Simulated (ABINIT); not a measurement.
Sb:

```
CELL_PARAMETERS angstrom
0.00000 2.37124 2.37124
2.37124 0.00000 2.37124
2.37124 2.37124 0.00000
ATOMIC_POSITIONS crystal
Sb 0.00000 0.00000 0.00000
```

This isn't the form of Sb at room conditions, which is rhombohedral.

* Program: ABINIT 10.8.3 (patched build)
* Task: single point
* Functional: PBEsol
* Potentials or basis: PseudoDojo NC SR PBEsol v0.4.1 standard
* Cutoff: 1088 eV
* k mesh: 10 × 10 × 10
* Occupations: fermi-dirac, width 0.05 eV
* Spin: no spin polarisation

On this cell: pressure -1.2 GPa; band gap on the k mesh none (metal or under the smearing width).

The same run follows on a disturbed copy (cell strained at random at fixed volume):

```
Sb
1.0
    -0.01676    2.38071    2.40165
     2.36975    0.04435    2.34054
     2.40963    2.35947    0.00447
Sb
1
Direct
  0.99246 0.01309 0.98926
```

Question: What does the disturbed cell give?

Answer: The energy (extrapolated to zero smearing) moves by -1.9 meV/atom; pressure -1.3 GPa; band gap on the k mesh none (metal or under the smearing width).

Stress tensor (GPa, compression positive):
```
-1.23  0.41  0.21
 0.41 -1.18  0.09
 0.21  0.09 -1.60
```

The energy falls, though the first cell shows no forces: that form is unstable against this distortion, unless noise or another electronic state is at work.
